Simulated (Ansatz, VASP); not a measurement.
# Ba: VASP beside Ansatz

```
CELL_PARAMETERS angstrom
-2.52310 2.52310 2.52310
2.52310 -2.52310 2.52310
2.52310 2.52310 -2.52310
ATOMIC_POSITIONS crystal
Ba 0.00000 0.00000 0.00000
```

Change from the starting cell: volume scaled by 1.02.

Alike in both runs: task single point; functional PBE; k mesh 8 × 8 × 8; occupations fermi-dirac, width 0.05 eV; no spin polarisation.

|  | VASP | Ansatz |
| --- | --- | --- |
| version | VASP 6.6.1 | Ansatz 0.2.0 |
| potentials or method | VASP PAW PBE potentials, release 64 (Ba_sv), cutoff 520 eV | all-electron LAPW, scalar-relativistic |

|  | VASP | Ansatz | Ansatz less VASP |
| --- | --- | --- | --- |
| gap on the k mesh at the Fermi level (eV) | none | none | - |
| pressure (GPa) | -0.1 | -0.2 | -0.04 |

A gap of «none» marks a metal or a gap that the smearing closes. Ansatz ran all-electron here, so the differences hold the error of VASP's frozen core and of both bases.

Spin-orbit coupling is left out, which matters for the levels of Ba.
